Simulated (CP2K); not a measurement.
BaTe:

```
Ba Te
1.0
     4.82247    0.00000    0.00000
     2.41123    4.17638    0.00000
     2.41123    1.39213    3.93753
Ba Te
1 1
Direct
  0.00000 0.00000 0.00000
  0.50000 0.50000 0.50000
```

Program: CP2K 2026.2. Alike in all runs: task single point; potentials or basis POTENTIAL_UZH Ba GTH-PBE-q10, Te GTH-PBE-q6; TZVP-MOLOPT-PBE-GTH basis; no spin polarisation; cell as given; k mesh 7 × 7 × 7; smearing fermi-dirac 0.05 eV.

Problem. Order these runs on this cell by their band gap on the k mesh, lowest first.
A. level revPBE
B. level MS2
C. level PBEsol

Solution. C (1.24 eV), A (1.49 eV), B (1.82 eV).

Caveats: spin-orbit coupling is left out, which moves the levels of the heavy elements; an odd mesh through Γ misses points on the zone boundary, where band edges often lie; the basis of atomic orbitals isn't converged, which shifts pressures, moduli and gaps.

Runs at the PBE level aren't shown here.
